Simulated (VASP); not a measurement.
Set up this calculation in VASP 6.6.1, as the native input.

* Task: band structure
* Functional: LDA
* Potentials or basis: VASP PAW LDA potentials, release 64 (Ta_pv, K_sv, O)
* Cutoff: 520 eV
* k mesh: 8 × 8 × 8
* Occupations: gaussian, width 0.02 eV
* Spin: no spin polarisation
* Ladder: gaps
* Further INCAR settings: ALGO = Normal; EDIFF = 1e-06

Crystal: KTaO3.

```
CELL_PARAMETERS angstrom
3.98830 0.00000 0.00000
0.00000 3.98830 0.00000
0.00000 0.00000 3.98830
ATOMIC_POSITIONS crystal
Ta 0.00000 0.00000 0.00000
K 0.50000 0.50000 0.50000
O 0.00000 0.00000 0.50000
O 0.00000 0.50000 0.00000
O 0.50000 0.00000 0.00000
```

The input as run:

POSCAR

```
KTaO3
1.0
    3.9883000000      0.0000000000      0.0000000000
    0.0000000000      3.9883000000      0.0000000000
    0.0000000000      0.0000000000      3.9883000000
Ta K O
1 1 3
Direct
    0.0000000000      0.0000000000      0.0000000000
    0.5000000000      0.5000000000      0.5000000000
    0.0000000000      0.0000000000      0.5000000000
    0.0000000000      0.5000000000      0.0000000000
    0.5000000000      0.0000000000      0.0000000000
```

INCAR.step1

```
PREC = Accurate ; ENCUT = 520
EDIFF = 1E-6 ; ISMEAR = 0
SIGMA = 0.02 ; LREAL = False
LASPH = True ; NELM = 100
ALGO = Normal ; ISIF = 2
LWAVE = False ; LCHARG = True
LMAXMIX = 4 ; KPAR = 2
```

KPOINTS.step1

```
Automatic mesh
0
Gamma
  8 8 8
```

INCAR.step2

```
PREC = Accurate ; ENCUT = 520
EDIFF = 1E-6 ; ISMEAR = 0
SIGMA = 0.05 ; LREAL = False
LASPH = True ; NELM = 100
ALGO = Normal ; ISIF = 2
LWAVE = False ; LCHARG = False
LMAXMIX = 4 ; ICHARG = 11
KPAR = 2
```

KPOINTS.step2

```
path GXMGRX,MR
15
line-mode
reciprocal
 0.0000000000  0.0000000000  0.0000000000  G
 0.0000000000  0.5000000000  0.0000000000  X

 0.0000000000  0.5000000000  0.0000000000  X
 0.5000000000  0.5000000000  0.0000000000  M

 0.5000000000  0.5000000000  0.0000000000  M
 0.0000000000  0.0000000000  0.0000000000  G

 0.0000000000  0.0000000000  0.0000000000  G
 0.5000000000  0.5000000000  0.5000000000  R

 0.5000000000  0.5000000000  0.5000000000  R
 0.0000000000  0.5000000000  0.0000000000  X

 0.5000000000  0.5000000000  0.0000000000  M
 0.5000000000  0.5000000000  0.5000000000  R
```

Potentials or basis: VASP PAW LDA potentials, release 64 (Ta_pv, K_sv, O).

Run with:

```console
$ cat potpaw_LDA.64/Ta_pv/POTCAR potpaw_LDA.64/K_sv/POTCAR potpaw_LDA.64/O/POTCAR > POTCAR
$ cp INCAR.step1 INCAR
$ cp KPOINTS.step1 KPOINTS
$ mpirun -np 2 vasp_std > vasp.out
$ cp INCAR.step2 INCAR
$ cp KPOINTS.step2 KPOINTS
$ mpirun -np 2 vasp_std > vasp.out
```

Results of the run:

```json
{"Band gap on the k mesh": "2.02 eV, indirect (least direct gap 2.65 eV)", "Band gap along the path": "2.02 eV, indirect (least direct gap 2.65 eV)"}
```

Caveat: the log is that of the step along the path at fixed density, whose energy, stress, charges and moments have no meaning; spin-orbit coupling is left out, which moves the levels of the heavy elements.

It took 28 s on 2 MPI ranks on AMD EPYC 9R45 96-Core Processor (Zen 5) (shared host), peak memory 0.21 GiB a rank.
